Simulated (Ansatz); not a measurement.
# FeGe2 (I4/mcm) in Ansatz: band structure with PBEsol

Aim: the band structure of FeGe2 with PBEsol.

Everything below comes from runs of Ansatz 0.2.0. Logs are shortened: lines on timing, memory, paths and dates and some standing lists are left out, and cuts for length are marked.

## Step 1: Starting point

Symmetry: I4/mcm, No. 140, tetragonal system. Conventional cell: a = 5.919 Å, b = 5.919 Å, c = 4.903 Å, α = 90.00°, β = 90.00°, γ = 90.00°. Ge (site symmetry m2m) is surrounded by 4 Fe at 2.55 Å and 3 Ge at 2.59 to 2.92 Å. Around Fe (site symmetry 422) lie 2 Fe at 2.45 Å and 8 Ge at 2.55 Å.

The cell is a database's computed one.

## Step 2: Band structure, PBEsol, non-collinear spin, ferromagnetic start, spin-orbit coupling

Contents of input.yaml:

```yaml
crystal:
  lattice:
    - [-2.9595565636, 2.9595565636, 2.45140301]
    - [2.9595565636, -2.9595565636, 2.45140301]
    - [2.9595565636, 2.9595565636, -2.45140301]
  atoms:
    - { symbol: Ge, position: [0.84510739, 0.34510739, 0.19021478] }
    - { symbol: Ge, position: [0.65489261, 0.84510739, 0.5] }
    - { symbol: Ge, position: [0.34510739, 0.15489261, 0.5] }
    - { symbol: Ge, position: [0.15489261, 0.65489261, 0.80978522] }
    - { symbol: Fe, position: [0.25, 0.25, 0.0], spin: 3.0, spin_axis: [3.0, 0.0, 0.0] }
    - { symbol: Fe, position: [0.75, 0.75, 0.0], spin: 3.0, spin_axis: [3.0, 0.0, 0.0] }
hamiltonian:
  xc: pbesol
  pseudopotentials: { kind: paw_fr }
magnetization:
  noncollinear: true
  spin_orbit: true
kpoints:
  mp_grid: { grid: [7, 7, 7] }
  band_path:
    path:
      - [[0.0, 0.0, 0.0], [0.0, 0.0, 0.5], [-0.5, 0.5, 0.5], [0.0, 0.0, 0.0], [0.4215205455, 0.4215205455, -0.4215205455], [0.25, 0.25, 0.25], [0.0, 0.5, 0.0], [-0.4215205455, 0.5784794545, 0.4215205455], [-0.5, 0.5, 0.5]]
      - [[0.0, 0.0, 0.5], [0.25, 0.25, 0.25]]
    npoints: 14
scf:
  occupations: { method: fermi_dirac, width: 0.05 }
  n_extra_bands: 15
output:
  forces: true
  stress: true
  eigenvalues: true
  fatbands: false
  write_density: true
  write_potential: true
  elf: true
  volumetric_format: npy
```

Potentials or basis: Ansatz PAW.

Run with:

```
$ ansatz run input.yaml --threads 2 --pin off --max-ram 5632MiB --backend cpu --events-out ev --progress --plain --runs-dir out
```

Output:

```text
Warning: output.stress: scf.convergence.dr2_threshold = 1e-7 eV (the SCF's general default) is looser than the 6e-10 eV advised for a printed stress (1e-10 eV for each atom of the cell: 6). What an SCF threshold leaves in a stress goes as its square root, and in the free energy as the threshold itself, and one threshold admits the most on a small cell: of the crystals measured, under no hybrid functional and no lock of the moments, on runs that ended without the residual-converged pass, on stresses that held no estimate of that error, the worst erred by over 100 MPa in a component at 1e-7 eV an atom and by under 5 at 1e-10. Set scf.convergence.dr2_threshold to 6e-10 eV or tighter. The threshold is an SCF's pass mark: one that does not reach it within its budget of iterations ends unconverged, or closes short of it on a stop that the run arms, and scf.convergence.dr2_threshold's page says what that costs each kind of run
Warning: RAYON_NUM_THREADS=2 ignored (pool sized by the plan → 2); use --threads N
scf.n_extra_bands = 15 over 88 filled bands (N_el = 88.0): the run solves 103 bands
Engine: ansatz 0.2.0, aarch64-unknown-linux-gnu
Pseudopotentials: kind: paw_fr
Pseudopotential: Ge, paw_fr, valence charge 14, recommended cutoff 420 eV (normal), Ge.paw.azcp#standard-fr
Pseudopotential: Fe, paw_fr, valence charge 16, recommended cutoff 420 eV (normal), Fe.paw.azcp#standard-fr
Functional definition: PBEsol
  exchange = pbesol_x
  correlation = pbesol_c
Crystal: 6 atoms, lattice volume = 85.887 Å³
Basis set: ecut = 420 eV, 1657 PW (Γ), exchange–correlation on 72×72×72 points (8 copies of the dense FFT grid, shifted against one another)
Bands: 103, of which v1, the nominal top of the filled ones, is band 88 counted from 1 (87 counted from 0)
Symmetry: 4 space group operations + 4 with time reversal
Magnetic group: BNS 72.544 (UNI 642), of the structure as read, at distance tolerance 4.4e-5 Å
k-points: 64 of 343 (time reversal used)
Projection manifold: j_resolved (fully-relativistic pseudo-atomic orbitals)
Non-local potential: Ge, projectors of the file, l = 0: 2, l = 1: 4, l = 2: 6, l = 3: 2
Non-local potential: Fe, projectors of the file, l = 0: 3, l = 1: 4, l = 2: 6, l = 3: 2
PAW form: soft (Blöchl's): semilocal exchange-correlation on the pseudo side does not see the compensation charge
PAW frozen core: Ge, regenerated for the run's functional, and the local potential with it (the file was generated under x = pbe(κ = 0.804, μ = 0.2195149727645171), c = pbe(β = 0.06672455060314922))
PAW frozen core: Fe, regenerated for the run's functional, and the local potential with it (the file was generated under x = pbe(κ = 0.804, μ = 0.2195149727645171), c = pbe(β = 0.06672455060314922))
PAW one-centre angular grid: Ge, 590 points (default); XC on 64 Gauss nodes
PAW one-centre angular grid: Fe, 590 points (default); XC on 64 Gauss nodes
Initial density: superposition of atomic densities (chi_scale 0.1, normalization cell)
Starting moments: Σ|m| = 6 μB on 2 of 6 sites
Initial wavefunctions: pseudopotential atomic-orbital guess
Functional: x = pbesol(κ = 0.804, μ = 0.12345679012345678), c = pbesol(β = 0.046)
SCF iter   1: F=—  HF=-25914.778765 eV  |F-HF|=—  |Δ(HF+E_count)|=         —  Δρ=1.45e-1  dr2=1.81e1  dr2_m=4.14e0  ethr=3.10e-3  |M|=2.87e0 ∫|m|=3.37e0 μB  |m|>n=0.0e0 m-floor=0.0e0 τ_xc=0.0e0 mc-row=0.0e0  β_m=0.30  ⟨swp⟩=5.6  Hψ=27704  notcnv=0  defer=35
preconditioner: auto → Kerker (q_TF=auto, 2.739 Å⁻¹)  [metal: Δε(μ)=0.013 eV  Ē_g=17.107 eV  σ=0.050 eV  W_gap=0.07  n_scr=34 (ndim 8)  ℏωp=34.0 eV  f_vac=0.000  D(μ)=3.89/eV (n_scr^D=34)]
[... 30 lines left out ...]
Absolute magnetization: 2.9738 μB (∫|m|, with the PAW one-centre terms)
  site 0: m = (-0.0383, +0.0000, -0.0000) μB, |m| = 0.0383 μB  (R = 1.05 Å)
  site 1: m = (-0.0383, -0.0000, +0.0000) μB, |m| = 0.0383 μB  (R = 1.05 Å)
  site 2: m = (-0.0383, -0.0000, -0.0000) μB, |m| = 0.0383 μB  (R = 1.05 Å)
  site 3: m = (-0.0383, +0.0000, -0.0000) μB, |m| = 0.0383 μB  (R = 1.05 Å)
  site 4: m = (+1.3135, -0.0000, -0.0000) μB, |m| = 1.3135 μB  (R = 1.01 Å)
  site 5: m = (+1.3135, -0.0000, -0.0000) μB, |m| = 1.3135 μB  (R = 1.01 Å)
Free energy (F): -25913.337493 eV
Harris-Foulkes:  -25913.337493 eV  (|F-HF|=2.29e-10)
Internal energy: -25913.313969 eV  (E = F + TS)
E sigma→0 (E₀):  -25913.325731 eV
Entropy (-TS):   -0.023524 eV (-3.921 meV/atom)
Fermi energy:    14.987796 eV
--- Per-component energies (eV) ---
  E_band       = -781.010114
  E_kinetic    = 1157.477513
  E_local      = -12709.337836  (includes V_loc(G=0)·N_el)
  E_nonlocal   = 2115.830440
  E_hartree    = 5533.047425
  E_xc         = -538.647707
  E_vxc        = -567.770623  (∫ρ·V_xc dr)
  E_paw        = -10584.906752  (= ΣΔE_a)
  E_vpaw       = -1843.307343  (= ΣTr[D̂ρ^β])
  E_aug_tail   = 0.002526  (compensation charges beyond the density's cutoff)
  E_ewald      = -10890.824319
  E_core_change = 4.044740  (= ΣΔE_core)
  E_smearing   = -0.023524  (= −TS)
  E_closure    = -0.000000  (closes the sum)
  Σ components = -25913.337493   (vs F -25913.337493, Δ=0.00e0)
--- Forces (eV/Å), atoms counted from 1 ---
  atom   1  Ge    -0.10796391    -0.10785082     0.00000000
  atom   2  Ge    -0.10796391     0.10785082    -0.00000000
  atom   3  Ge     0.10796391    -0.10785082    -0.00000000
  atom   4  Ge     0.10796391     0.10785082     0.00000000
  atom   5  Fe     0.00000000     0.00000000     0.00000000
  atom   6  Fe    -0.00000000     0.00000000     0.00000000
  max |Σ_I F_I| component: 1.39e-17 eV/Å
--- Stress (GPa, compression-positive) ---
       -6.144442       0.000000       0.000000
        0.000000      -6.147739      -0.000000
        0.000000       0.000000      -4.043302
  P = ⅓ Tr σ = -5.4452 GPa (-54.452 kbar)
--- Band table (eV; the first three rows and the last of 64) ---
  k-point 0: bands = ["-72.3928", "-72.3558", "-70.8936", "-70.8550", "-39.5090", "-39.3548", "-38.9087", "-38.8996", "-38.1746", "-38.0745", "-37.2946", "-37.1919", "-36.9097", "-36.8875", "-36.6930", "-36.5510", "-10.0285", "-10.0262", "-10.0170", "-10.0154", "-9.9960", "-9.9953", "-9.9935", "-9.9929", "-9.9667", "-9.9643", "-9.9613", "-9.9609", "-9.9608", "-9.9598", "-9.9590", "-9.9589", "-9.4615", "-9.4586", "-9.4525", "-9.4497", "-9.4222", "-9.4194", "-9.4112", "-9.4107", "-9.4055", "-9.4051", "-9.4037", "-9.4004", "-9.3990", "-9.3954", "-9.3913", "-9.3902", "-9.3808", "-9.3783", "-9.3568", "-9.3513", "-9.3478", "-9.3472", "-9.3360", "-9.3347", "1.4204", "1.4511", "7.5440", "7.5817", "8.5242", "8.5242", "8.7069", "8.7069", "10.7226", "10.7226", "10.9185", "10.9186", "10.9466", "11.0166", "11.0464", "11.2864", "11.6164", "11.8882", "12.2680", "12.5313", "12.5426", "12.5667", "12.5740", "12.7471", "12.9596", "13.0617", "13.1134", "13.2051", "13.5007", "13.7338", "13.9237", "13.9241", "14.4819", "14.5783", "15.1265", "15.1266", "15.3834", "15.4725", "15.6386", "15.6451", "16.0768", "16.2172", "16.2177", "16.4428", "19.3480", "19.8895", "20.2260"]
  k-point 1: bands = ["-72.3928", "-72.3558", "-70.8935", "-70.8550", "-39.5090", "-39.3548", "-38.9087", "-38.8997", "-38.1746", "-38.0746", "-37.2946", "-37.1919", "-36.9097", "-36.8875", "-36.6930", "-36.5511", "-10.0279", "-10.0256", "-10.0172", "-10.0156", "-9.9979", "-9.9957", "-9.9948", "-9.9927", "-9.9664", "-9.9646", "-9.9632", "-9.9614", "-9.9607", "-9.9596", "-9.9582", "-9.9574", "-9.4608", "-9.4581", "-9.4525", "-9.4499", "-9.4232", "-9.4205", "-9.4124", "-9.4121", "-9.4066", "-9.4050", "-9.4026", "-9.4011", "-9.3966", "-9.3931", "-9.3911", "-9.3895", "-9.3781", "-9.3765", "-9.3614", "-9.3570", "-9.3438", "-9.3432", "-9.3359", "-9.3340", "1.5917", "1.6230", "7.0588", "7.0685", "8.1106", "8.2305", "8.5888", "8.7470", "10.1640", "10.4122", "10.7634", "10.9877", "11.3020", "11.3930", "11.4500", "11.6220", "11.6690", "11.9389", "12.0784", "12.2561", "12.3461", "12.5745", "12.7651", "12.8536", "12.9490", "13.0754", "13.2118", "13.4343", "13.5465", "13.9058", "13.9158", "14.4849", "14.5549", "15.0817", "15.1809", "15.6090", "15.6415", "15.7624", "15.8129", "15.8299", "16.0942", "16.3705", "16.5959", "16.6794", "18.6558", "18.9699", "19.2483"]
  k-point 2: bands = ["-72.3928", "-72.3559", "-70.8935", "-70.8550", "-39.5090", "-39.3549", "-38.9086", "-38.8998", "-38.1746", "-38.0747", "-37.2946", "-37.1921", "-36.9099", "-36.8874", "-36.6930", "-36.5511", "-10.0265", "-10.0243", "-10.0172", "-10.0153", "-10.0035", "-10.0011", "-9.9938", "-9.9917", "-9.9665", "-9.9648", "-9.9637", "-9.9609", "-9.9606", "-9.9591", "-9.9581", "-9.9576", "-9.4594", "-9.4562", "-9.4516", "-9.4494", "-9.4279", "-9.4255", "-9.4160", "-9.4142", "-9.4077", "-9.4054", "-9.4002", "-9.3990", "-9.3963", "-9.3924", "-9.3899", "-9.3858", "-9.3734", "-9.3714", "-9.3615", "-9.3577", "-9.3435", "-9.3409", "-9.3369", "-9.3331", "2.0943", "2.1281", "5.7387", "5.7521", "7.6670", "7.7623", "8.7532", "8.8426", "10.3437", "10.6069", "10.8297", "10.8529", "10.8852", "11.1803", "11.2402", "11.4368", "11.8224", "11.8317", "12.3146", "12.4277", "12.5391", "12.5544", "12.7480", "12.9109", "12.9924", "13.2203", "13.5300", "13.5871", "13.6458", "13.8699", "13.9188", "14.5508", "15.4472", "15.5211", "15.5584", "15.6381", "16.2383", "16.2929", "16.3582", "16.8939", "16.9710", "16.9878", "17.2738", "17.5264", "18.0656", "18.5584", "18.8149"]
  k-point 63: bands = ["-72.3928", "-72.3559", "-70.8935", "-70.8550", "-39.5090", "-39.3551", "-38.9085", "-38.9002", "-38.1745", "-38.0749", "-37.2946", "-37.1924", "-36.9104", "-36.8872", "-36.6929", "-36.5514", "-10.0214", "-10.0189", "-10.0164", "-10.0157", "-10.0082", "-10.0080", "-10.0056", "-10.0040", "-9.9703", "-9.9681", "-9.9628", "-9.9619", "-9.9566", "-9.9542", "-9.9536", "-9.9521", "-9.4544", "-9.4519", "-9.4454", "-9.4450", "-9.4379", "-9.4369", "-9.4326", "-9.4301", "-9.4073", "-9.4061", "-9.4038", "-9.4023", "-9.3837", "-9.3803", "-9.3742", "-9.3725", "-9.3591", "-9.3571", "-9.3568", "-9.3560", "-9.3465", "-9.3459", "-9.3434", "-9.3421", "4.2346", "4.2756", "5.3799", "5.4234", "5.7825", "5.8082", "6.8447", "6.8879", "8.4717", "8.5736", "8.6557", "8.7062", "10.7579", "10.9136", "11.6052", "11.8184", "12.1529", "12.2716", "12.7403", "12.9084", "12.9463", "13.4407", "13.5527", "13.6857", "13.8474", "13.8557", "14.3473", "14.3750", "15.0197", "15.2383", "15.2953", "15.5144", "15.5218", "15.6218", "15.7589", "16.1426", "16.9283", "17.1911", "17.6330", "17.8086", "18.2616", "18.5976", "18.7336", "18.9873", "19.0749", "19.3250", "20.0895"]
```

It took 8 min on 2 threads of Arm Neoverse V2, shared host; peak memory 1.7 GiB.

Results:

| Item | Value |
| --- | --- |
| Free energy | -25913.3375 eV |
| Pressure | -5.4 GPa |
| Largest force | 0.153 eV/Å |
| Band gap on the k mesh | none (metal or under the smearing width) |
| Net moment | 2.39 μB per cell |
| Absolute moment | 2.97 μB per cell |

Forces on the atoms (eV/Å):
```
Ge  -0.108 -0.108  0.000
Ge  -0.108  0.108  0.000
Ge   0.108 -0.108  0.000
Ge   0.108  0.108  0.000
Fe   0.000  0.000  0.000
Fe   0.000  0.000  0.000
```

Stress tensor (GPa, compression positive):
```
-6.14  0.00  0.00
 0.00 -6.15  0.00
 0.00  0.00 -4.04
```

Levels at the corners of the path, in eV from the Fermi level:
| point | band 86 | band 87 | band 88 | band 89 | band 90 | band 91 |
| --- | --- | --- | --- | --- | --- | --- |
| Γ | -1.25 | -1.06 | -1.06 | -0.51 | -0.41 | 0.14 |
| X | -1.07 | -1.05 | -0.44 | 0.52 | 0.65 | 0.73 |
| M | 0.13 | 0.44 | 0.53 | 0.53 | 1.22 | 1.23 |
| Γ | -1.25 | -1.06 | -1.06 | -0.51 | -0.41 | 0.14 |
| Z | 0.34 | 0.40 | 0.40 | 0.55 | 0.69 | 0.69 |
| P | -1.03 | -0.40 | -0.40 | 0.81 | 0.81 | 1.24 |
| N | -0.68 | 0.07 | 0.07 | 0.20 | 0.20 | 0.86 |
| Z1 | 0.34 | 0.40 | 0.40 | 0.55 | 0.69 | 0.69 |
| M | 0.13 | 0.44 | 0.53 | 0.53 | 1.22 | 1.23 |
| X | -1.07 | -1.05 | -0.44 | 0.52 | 0.65 | 0.73 |
| P | -1.03 | -0.40 | -0.40 | 0.81 | 0.81 | 1.24 |

Moments on the atoms (μB; x, y, z):
```
Ge  -0.03  0.00  0.00
Ge  -0.03  0.00  0.00
Ge  -0.03  0.00  0.00
Ge  -0.03  0.00  0.00
Fe   1.26  0.00  0.00
Fe   1.26  0.00  0.00
```

Caveat: the PAW data sets come from PBE, with cores solved anew for the run's functional, which leaves a small shift of forces and pressure; the thresholds are loose for stress.
